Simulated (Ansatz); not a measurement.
Input file:

```yaml
crystal:
  lattice:
    - [6.67891, 0.0, 0.0]
    - [0.0, 23.484601, 0.0]
    - [0.0, 0.0, 16.308695]
  atoms:
    - { symbol: Ta, position: [0.93836722, 0.75, 0.06131698] }
    - { symbol: Ta, position: [0.81286286, 0.24999998, 0.19352784] }
    - { symbol: S, position: [0.81161197, 0.3159495, 0.09128623] }
    - { symbol: S, position: [0.81161197, 0.1840505, 0.09128623] }
    - { symbol: S, position: [0.93884629, 0.68328817, 0.15699079] }
    - { symbol: S, position: [0.93884544, 0.81671093, 0.15699185] }
    - { symbol: Ta, position: [0.43836722, 0.75, 0.06131698] }
    - { symbol: Ta, position: [0.31286307, 0.24999998, 0.19352787] }
    - { symbol: S, position: [0.31161197, 0.3159495, 0.09128623] }
    - { symbol: S, position: [0.31161197, 0.1840505, 0.09128623] }
    - { symbol: S, position: [0.43884692, 0.68328833, 0.15699123] }
    - { symbol: S, position: [0.43884601, 0.81671068, 0.1569925] }
    - { symbol: Ta, position: [0.18842785, 0.74999902, 0.23415515] }
    - { symbol: Ta, position: [0.06472397, 0.25000038, 0.36748391] }
    - { symbol: S, position: [0.06305089, 0.3181842, 0.27007281] }
    - { symbol: S, position: [0.06305087, 0.18181613, 0.27007335] }
    - { symbol: S, position: [0.18923413, 0.6798695, 0.3319554] }
    - { symbol: S, position: [0.18922566, 0.82013007, 0.3319546] }
    - { symbol: Ta, position: [0.68843021, 0.74999903, 0.23415301] }
    - { symbol: Ta, position: [0.56268224, 0.25000037, 0.3674842] }
    - { symbol: S, position: [0.56289877, 0.31818506, 0.27007241] }
    - { symbol: S, position: [0.56289878, 0.18181529, 0.27007295] }
    - { symbol: S, position: [0.6892435, 0.67986965, 0.33195059] }
    - { symbol: S, position: [0.6892368, 0.82012997, 0.33194977] }
basis:
  ecutwfc: 420.0
kpoints:
  mp_grid: { grid: [1, 1, 1] }
hamiltonian:
  xc: pbe
  dispersion: d3bj
scf:
  occupations: { method: fermi_dirac, width: 0.05 }
  lower_state_search: "off"
md:
  timestep: 2
  n_steps: 300
  ensemble: nve
  temperature: 600.0
  initial_velocities: maxwell_boltzmann
  seed: 736872
  constraints: [{ sites: [0, 2, 3, 6, 8, 9] }]
```

Run as:

```bash
$ ansatz run input.yaml --threads 4 --pin off --max-ram 10240MiB --backend cpu --events-out ev --progress --plain --runs-dir out
```

Hardware: 4 threads of Arm Neoverse V2 (shared host).

Problem. Roughly how long does this run take, and how much memory?

Solution. 22 min, with a peak of 1.7 GiB, for 301 ionic steps.
